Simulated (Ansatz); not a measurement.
Crystal: AlFe.

```xyz
2
Lattice="2.9100 0.0000 0.0000 0.0000 2.9100 0.0000 0.0000 0.0000 2.9100" Properties=species:S:1:pos:R:3 pbc="T T T"
Fe    1.4550    1.4550    1.4550
Al    0.0000    0.0000    0.0000
```

Base run:

```yaml
Program: Ansatz 0.2.0
Functional: PBE
Potentials_or_basis: all-electron LAPW, scalar-relativistic
Cutoff: 247 eV (chosen from the basis error)
Basis_error_allowed: 0.001 eV/atom
k_mesh: 9 × 9 × 9
Occupations: fermi-dirac, width 0.05 eV
Spin: collinear spin, ferromagnetic start
Starting_moments: "[3.0, 0.0] μB"
```

Its results: pressure -6.2 GPa; net moment 0.66 μB per cell; site moments Fe +0.72; Al -0.03 μB.

Task: The run is repeated on the same cell with these changes: functional from PBE to LDA. What comes out?

Result: Pressure -16.5 GPa; net moment 0.62 μB per cell; site moments Fe +0.66; Al -0.02 μB.

LDA binds more tightly than PBE, so the same cell stands under less pressure.
